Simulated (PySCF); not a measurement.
# MgO (P-6m2) in PySCF: density of states with PBEsol

Aim: the density of states of MgO with PBEsol.

Everything below comes from runs of PySCF 2.14.0. Logs are shortened: lines on timing, memory, paths and dates and some standing lists are left out, and cuts for length are marked.

## (1) The structure

The structure is hexagonal, space group P-6m2 (No. 187). The conventional cell has a = 2.938 Å, b = 2.938 Å, c = 2.680 Å, α = 90.00°, β = 90.00°, γ = 120.00°. Mg (site symmetry -6m2) has 6 O at 2.16 Å as nearest neighbours. O (site symmetry -6m2) is surrounded by 6 Mg at 2.16 Å.

Measurements of this composition are mostly on another form, of space group No. 225.

## (2) Density of states, PBEsol

File run.py:

```python
import json
import numpy as np
from pyscf.pbc import gto, scf, dft, df

cell = gto.Cell()
cell.a = '''
  2.9380209034    0.0000000000    0.0000000000
 -1.4690104517    2.5444007392    0.0000000000
  0.0000000000    0.0000000000    2.6796800000'''
cell.atom = '''
Mg   0.0000000000    0.0000000000    0.0000000000
O   -0.0000000001    1.6962671596    1.3398400000'''
cell.unit = 'A'
cell.basis = {'Mg': 'DZVP-MOLOPT-SR-GTH-q10', 'O': 'DZVP-MOLOPT-SR-GTH-q6'}
cell.pseudo = {'Mg': 'GTH-PBE-q10', 'O': 'GTH-PBE-q6'}
cell.ke_cutoff = 400  # hartree
cell.exp_to_discard = 0.02
cell.precision = 1e-08
cell.space_group_symmetry = True
cell.symmorphic = False
cell.max_memory = 5880  # MB
cell.verbose = 4
cell.build()

res = {}
kpts = cell.make_kpts([10, 10, 10], space_group_symmetry=True, time_reversal_symmetry=True)
cell.space_group_symmetry = False  # the mesh holds the operations; no search on the supercells of the integral code
mf = dft.KRKS(cell, kpts, xc='pbesol')
mf = mf.multigrid_numint()
mf = mf.smearing(sigma=0.00183747, method='fermi')  # hartree
mf.conv_tol = 1e-07
mf.max_cycle = 60

mf.kernel()
res.update(converged=bool(mf.converged), e_tot=mf.e_tot, nelec=cell.nelectron, nao=cell.nao, mesh=list(map(int, cell.mesh)), a=cell.lattice_vectors().tolist(), coords=cell.atom_coords().tolist(),
           mo_energy=[np.real(x).tolist() for x in mf.mo_energy], mo_occ=[np.real(x).tolist() for x in mf.mo_occ])
res.update(e_free=mf.e_free, e_zero=mf.e_zero)
res.update(kpts=kpts.kpts_scaled_ibz.tolist(), weights=kpts.weights_ibz.tolist())
res['parts'] = {k: float(np.real(v)) for k, v in mf.scf_summary.items() if np.isscalar(v)}
json.dump(res, open('results.json', 'w'))
if not mf.converged:
    raise SystemExit('SCF not converged')

print('levels (eV)')
for i, kp in enumerate(res['kpts'][:40]):
    print('k %7.4f %7.4f %7.4f  ' % tuple(kp), ' '.join('%.3f' % (x * 27.211386) for x in res['mo_energy'][i][:13]))

mf = mf.to_khf()  # unfold to the whole mesh
kpts = mf.kpts
# Mulliken populations
dm, s = np.asarray(mf.make_rdm1()), np.asarray(mf.get_ovlp())
sites = cell.aoslice_by_atom()[:, 2:]
tot = np.einsum('kij,kji->i', dm, s).real / len(kpts)
res['mulliken'] = [cell.atom_charge(i) - tot[a0:a1].sum() for i, (a0, a1) in enumerate(sites)]
print('Mulliken charges', np.round(res['mulliken'], 5))

# density of states, Gaussians of 0.15 eV
e = np.asarray(mf.mo_energy).real.reshape(1, -1) * 27.211386
ef = mf.get_fermi()
ef = np.max(ef) * 27.211386
x = np.arange(-15, 10.01, 0.1) + round(ef, 1)
dos = np.exp(-((x[:, None, None] - e) / 0.15) ** 2 / 2).sum(-1).T / (0.15 * np.sqrt(2 * np.pi) * len(kpts)) * 2
res.update(dos_e=x.tolist(), dos=dos.tolist())
for a, b in zip(x[::5], dos.T[::5]):
    print('%8.2f' % a, ' '.join('%9.4f' % y for y in b))

# density on a uniform mesh
grids = dft.gen_grid.UniformGrids(cell)
grids.mesh = [17, 17, 15]
grids.build()
ni = dft.numint.KNumInt()
rho = [ni.get_rho(cell, x, grids, kpts) for x in [dm]]
np.save('rho.npy', np.reshape(rho, (-1, *grids.mesh)))
res['done'] = True
json.dump(res, open('results.json', 'w'))
```

Potentials or basis: DZVP-MOLOPT-SR/GTH-PBE (potentials made for PBE).

The run is started by

```console
$ OMP_NUM_THREADS=4 python -u run.py > log
```

Log:

```text
Discarded 0 diffused primitive functions, 0 contracted functions

PySCF version 2.14.0

[INPUT] verbose = 4
[INPUT] num. atoms = 2
[INPUT] num. electrons = 16
[INPUT] charge = 0
[INPUT] spin (= nelec alpha-beta = 2S) = 0
[INPUT] symmetry False subgroup None
[INPUT] Mole.unit = A
[INPUT] Symbol           X                Y                Z      unit          X                Y                Z       unit  Magmom
[INPUT]  1 Mg     0.000000000000   0.000000000000   0.000000000000 AA    0.000000000000   0.000000000000   0.000000000000 Bohr   0.0
[INPUT]  2 O     -0.000000000100   1.696267159600   1.339840000000 AA   -0.000000000189   3.205480365738   2.531930650737 Bohr   0.0

nuclear repulsion = -46.0386634122337
number of shells = 5
number of NR pGTOs = 73
number of NR cGTOs = 22
basis = {'Mg': 'DZVP-MOLOPT-SR-GTH-q10', 'O': 'DZVP-MOLOPT-SR-GTH-q6'}
ecp = {}
lattice vectors  a1 [5.552054856, 0.000000000, 0.000000000]
                 a2 [-2.776027428, 4.808220548, 0.000000000]
                 a3 [0.000000000, 0.000000000, 5.063861301]
dimension = 3
low_dim_ft_type = None
Cell volume = 135.182
exp_to_discard = 0.02
rcut = 29.927093760901222 (nimgs = [7 7 6])
precision = 1e-08
pseudo = {'Mg': 'GTH-PBE-q10', 'O': 'GTH-PBE-q6'}
ke_cutoff = 400
    = [51 51 47] mesh (122247 PWs)
[Cell] Point group symbol:  -6m2
time reversal: True
k-points in IBZ                         weights
  0:  0.000000,  0.000000,  0.000000    1/1000
  1:  0.000000,  0.000000,  0.500000    1/1000
  2:  0.000000,  0.000000,  0.600000    2/1000
  3:  0.000000,  0.000000,  0.700000    2/1000
  4:  0.000000,  0.000000,  0.800000    2/1000
  5:  0.000000,  0.000000,  0.900000    2/1000
[... 76 lines left out ...]
 82:  0.900000,  0.900000,  0.800000    12/1000
 83:  0.900000,  0.900000,  0.900000    12/1000

******** <class 'pyscf.pbc.scf.smearing.SmearingKsymAdaptedKRKS'> ********
method = SmearingKsymAdaptedKRKS
initial guess = minao
damping factor = 0
level_shift factor = 0
DIIS = <class 'pyscf.scf.diis.CDIIS'>
diis_start_cycle = 1
diis_space = 8
diis_damp = 0
SCF conv_tol = 1e-07
SCF conv_tol_grad = None
SCF max_cycles = 60
direct_scf = True
direct_scf_tol = 1e-13

******** PBC SCF flags ********
N kpts (BZ) = 1000
N kpts (IBZ) = 84
Exchange divergence treatment (exxdiv) = ewald
    madelung (= occupied orbital energy shift) = 0.05573427620345886
    Total energy shift due to Ewald probe charge = -1/2 * Nelec*madelung = -0.445874209628
DF object = <pyscf.pbc.df.fft.FFTDF object>
XC functionals = pbesol
small_rho_cutoff = 0
Uniform grid, mesh = [51 51 47]
Set gradient conv threshold to 0.000316228
nelec by numeric integration = 15.999999848217838
init E= -79.4525009578773
    sigma = 0.00183747  Optimized mu = 0.27816997009  entropy = -0
nelec by numeric integration = 15.999999847654095
    Total E(T) = -79.1167088444138  Free energy = -79.1167088444138  E0 = -79.1167088444138
cycle= 1 E= -79.1167088444138  delta_E= 0.336  |g|= 3.87  |ddm|= 21.3
    sigma = 0.00183747  Optimized mu = 0.466155294102  entropy = 0.00894603165063
nelec by numeric integration = 15.999999844864075
    Total E(T) = -78.8828268465244  Free energy = -78.8828432845892  E0 = -78.8828350655568
cycle= 2 E= -78.8828268465244  delta_E= 0.234  |g|= 7.49  |ddm|= 18.6
    sigma = 0.00183747  Optimized mu = 0.343642559053  entropy = 1.86620206985e-13
nelec by numeric integration = 15.999999846774509
    Total E(T) = -79.2098931601736  Free energy = -79.2098931601736  E0 = -79.2098931601736
cycle= 3 E= -79.2098931601736  delta_E= -0.327  |g|= 0.137  |ddm|=   13
    sigma = 0.00183747  Optimized mu = 0.343270748533  entropy = 8.43570108454e-13
nelec by numeric integration = 15.999999846688315
    Total E(T) = -79.2100241079806  Free energy = -79.2100241079806  E0 = -79.2100241079806
cycle= 4 E= -79.2100241079806  delta_E= -0.000131  |g|= 0.0277  |ddm|= 0.543
    sigma = 0.00183747  Optimized mu = 0.342704922309  entropy = 7.73441336456e-13
nelec by numeric integration = 15.999999846716664
    Total E(T) = -79.210028048134  Free energy = -79.210028048134  E0 = -79.210028048134
cycle= 5 E= -79.210028048134  delta_E= -3.94e-06  |g|= 0.00499  |ddm|= 0.0571
    sigma = 0.00183747  Optimized mu = 0.342567240954  entropy = 7.59738565127e-13
nelec by numeric integration = 15.999999846713546
    Total E(T) = -79.210028209441  Free energy = -79.210028209441  E0 = -79.210028209441
cycle= 6 E= -79.210028209441  delta_E= -1.61e-07  |g|= 0.000291  |ddm|= 0.0111
    sigma = 0.00183747  Optimized mu = 0.342566184559  entropy = 7.58745409931e-13
nelec by numeric integration = 15.999999846713623
    Total E(T) = -79.2100282098689  Free energy = -79.2100282098689  E0 = -79.2100282098689
cycle= 7 E= -79.2100282098689  delta_E= -4.28e-10  |g|= 4.59e-06  |ddm|= 0.000436
    sigma = 0.00183747  Optimized mu = 0.342566187365  entropy = 7.58762703505e-13
nelec by numeric integration = 15.999999846713624
    Total E(T) = -79.2100282098646  Free energy = -79.2100282098646  E0 = -79.2100282098646
Extra cycle  E= -79.2100282098646  delta_E= 4.35e-12  |g|= 7.04e-06  |ddm|= 1.57e-05
converged SCF energy = -79.2100282098646
levels (eV)
k  0.0000  0.0000  0.0000   -65.627 -32.294 -32.292 -32.241 -9.649 7.298 7.298 7.372 10.611 25.566 25.572 29.709 42.578
k  0.0000  0.0000  0.5000   -65.616 -32.361 -32.282 -32.281 -8.510 2.285 7.789 7.789 15.875 16.847 29.685 29.694 48.500
k  0.0000  0.0000  0.6000   -65.617 -32.350 -32.283 -32.282 -8.638 2.655 7.739 7.739 14.850 18.091 29.174 29.183 46.940
k  0.0000  0.0000  0.7000   -65.620 -32.320 -32.286 -32.285 -8.951 3.672 7.612 7.612 13.581 20.085 28.001 28.008 44.669
k  0.0000  0.0000  0.8000   -65.623 -32.290 -32.288 -32.283 -9.299 5.102 7.460 7.460 12.364 22.879 26.765 26.772 44.292
k  0.0000  0.0000  0.9000   -65.626 -32.293 -32.291 -32.253 -9.556 6.588 7.342 7.342 11.230 25.882 25.888 26.856 42.991
[... 32 lines left out ...]
k  0.8000  0.6000  0.6000   -65.610 -32.340 -32.333 -32.312 -7.752 4.444 4.567 6.090 14.476 19.494 21.734 24.104 29.134
k  0.8000  0.6000  0.7000   -65.612 -32.345 -32.316 -32.305 -7.966 4.138 5.254 5.820 15.284 19.076 23.143 23.442 31.308
Mulliken charges [ 1.04602 -1.04602]
   -7.10    0.0001
   -6.60    0.0000
   -6.10    0.0000
   -5.60    0.0000
   -5.10    0.0000
   -4.60    0.0000
[... 43 lines left out ...]
   17.40    0.0326
   17.90    0.0575
```

It took 13 min on 4 threads of Intel Xeon at 2.50GHz (Skylake/Cascade Lake), shared host; peak memory 5.5 GiB.

What came out:

- Free energy: -2155.4147 eV
- Band gap on the k mesh: 2.73 eV, indirect (least direct gap 3.24 eV)
- Mulliken charges: Mg +1.05; O -1.05 e

States per cell in windows of 0.5 eV (zero at the valence-band top; states under -8 eV left out):
```csv
from (eV),total
-8.0,0.00
-7.5,0.00
-7.0,0.00
-6.5,0.00
-6.0,0.01
-5.5,0.07
-5.0,0.27
-4.5,0.51
-4.0,0.71
-3.5,0.53
-3.0,0.59
-2.5,0.40
-2.0,0.67
-1.5,0.77
-1.0,0.90
-0.5,0.51
0.0,0.06
0.5,0.00
1.0,0.00
1.5,0.00
2.0,0.00
2.5,0.00
3.0,0.01
3.5,0.02
4.0,0.02
4.5,0.06
5.0,0.04
5.5,0.13
6.0,0.21
6.5,0.45
7.0,0.57
7.5,0.30
```

Caveat: the density mesh is thin for the hardest basis functions, which adds noise to energies, forces and pressure; Mulliken charges move with the basis; the basis of atomic orbitals isn't converged, which shifts pressures, moduli and gaps. As with any semilocal functional, this PBEsol gap is likely too small.
